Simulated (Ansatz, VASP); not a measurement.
## One calculation of KBr, two programs

Contents of INCAR:

```
SYSTEM = KBr
ALGO = Normal
EDIFF = 1E-8
ENCUT = 520
GGA = PE
ISIF = 2
ISMEAR = -1
LASPH = .TRUE.
LCHARG = .FALSE.
LEFG = .TRUE.
LREAL = .FALSE.
LWAVE = .FALSE.
NBANDS = 15
NELM = 60
PREC = Accurate
SIGMA = 0.01
```

Contents of KPOINTS:

```
k-points
0
G
  7 7 7
  0 0 0
```

The input POSCAR:

```
KBr
1.0
    0.0000000000      3.2925000000      3.2925000000
    3.2925000000      0.0000000000      3.2925000000
    3.2925000000      3.2925000000      0.0000000000
K Br
1 1
Direct
    0.0000000000      0.0000000000      0.0000000000
    0.5000000000      0.5000000000      0.5000000000
```

Input for Ansatz:

```yaml
crystal:
  lattice:
    - [0.0, 3.2925, 3.2925]
    - [3.2925, 0.0, 3.2925]
    - [3.2925, 3.2925, 0.0]
  atoms:
    - { symbol: K, position: [0.0, 0.0, 0.0] }
    - { symbol: Br, position: [0.5, 0.5, 0.5] }
kpoints:
  mp_grid: { grid: [7, 7, 7] }
  band_path:
    path:
      - [0.0, 0.0, 0.0]
      - [0.5, 0.0, 0.5]
      - [0.625, 0.25, 0.625]
      - [0.375, 0.375, 0.75]
      - [0.0, 0.0, 0.0]
      - [0.5, 0.5, 0.5]
      - [0.5, 0.25, 0.75]
      - [0.5, 0.0, 0.5]
    npoints: 8
scf:
  occupations: { method: fermi_dirac, width: 0.01 }
hamiltonian:
  xc: pbe
  pseudopotentials: { kind: all_electron, datasets: crystal }
output:
  forces: true
  stress: true
  eigenvalues: true
  efg: { contact_densities: true }
```

Alike in both runs: task electric field gradients; functional PBE; k mesh 7 × 7 × 7; occupations fermi-dirac, width 0.01 eV; no spin polarisation.

|  | VASP | Ansatz |
| --- | --- | --- |
| version | VASP 6.6.1 | Ansatz 0.2.0 |
| potentials or method | VASP PAW PBE potentials, release 64 (K_sv, Br) | all-electron PAW with datasets made for the crystal, scalar-relativistic |
| plane-wave cutoff (eV) | 520 | see its input |

Ansatz gave:

- gap on the k mesh at the Fermi level (eV): 4.45
- pressure (GPa): 0.8
- Vzz of the field gradient on the site that differs most (V/Å²): 0.0

**Question.** Which values does VASP return?

**Answer.** gap on the k mesh at the Fermi level (eV): 4.45; pressure (GPa): 0.9; Vzz of the field gradient on the site that differs most (V/Å²): 0.0.

Ansatz ran all-electron here, so the differences hold the error of VASP's frozen core and of both bases.

A hybrid or GW would open this gap; PBE tends to underestimate it.
